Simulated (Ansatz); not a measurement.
Start from LaAlO3 (space group R-3c, No. 167; a = 5.3534 Å, c = 13.0483 Å (hexagonal axes)). Axes: x lies along a and z along c of the hexagonal cell.

The values are results of PBEsol/PAW in Ansatz (a quantum-chemistry and plane-wave program), scalar-relativistic without spin-orbit coupling, not measurements.

One thing is altered: biaxial strain −4.59 %, plane normal [001], relaxed out of plane (Cartesian); in-plane vectors clamped, the third vector and the atoms free.

Predict the new out-of-plane strain.

The out-of-plane strain comes out as +2.40 %.

How does this affect the energy relative to the base?

The energy grows by 68 meV/atom.

Stability against distortions was not tested.
